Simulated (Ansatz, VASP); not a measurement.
**Li2H7: VASP beside Ansatz**

```
CELL_PARAMETERS angstrom
2.22353 -2.48496 0.00000
2.22353 2.48496 0.00000
-1.32062 0.00000 5.38937
ATOMIC_POSITIONS crystal
Li 0.97357 0.97357 0.29078
Li 0.02643 0.02643 0.70922
H 0.50000 0.00000 0.50000
H 0.00000 0.50000 0.50000
H 0.64548 0.81246 0.94750
H 0.81246 0.64548 0.94750
H 0.35452 0.18754 0.05250
H 0.18754 0.35452 0.05250
H 0.50000 0.50000 0.50000
```

Change from the starting cell: species swapped into the Hf2Co7 type (C2/m, No. 12).

Alike in both runs: task relaxation of cell and atoms; functional PBE; k mesh 12 × 12 × 8; occupations gaussian, width 0.1 eV; no spin polarisation.

|  | VASP | Ansatz |
| --- | --- | --- |
| version | VASP 6.6.1 | Ansatz 0.2.0 |
| potentials or method | VASP PAW PBE potentials, release 64 (Li_sv, H) | scalar-relativistic, plane waves, PAW |
| plane-wave cutoff (eV) | 600 | 420 |
| valence electrons in the cell | 13 | 13 |

Ansatz gave:

| Quantity | Value |
| --- | --- |
| gap on the k mesh at the Fermi level, each at its own relaxed structure (eV) | none |
| relaxed volume (Å³/atom) | 7.10 |
| relaxed cell length with the largest relative difference (Å) | 3.455 |
| energy change over the relaxation (meV/atom) | -1 |

Estimate VASP's values.

gap on the k mesh at the Fermi level, each at its own relaxed structure (eV): none; relaxed volume (Å³/atom): 6.61; relaxed cell length with the largest relative difference (Å): 3.356; energy change over the relaxation (meV/atom): -1.

A gap of «none» marks a metal or a gap that the smearing closes. One of these differences is far larger than is usual between the two programs; its cause wasn't traced.

Caveats: the cutoff is under 1.25 times the usual one of these potentials, so pressure, stress and relaxed cells hold a basis-set (Pulay) error (VASP).
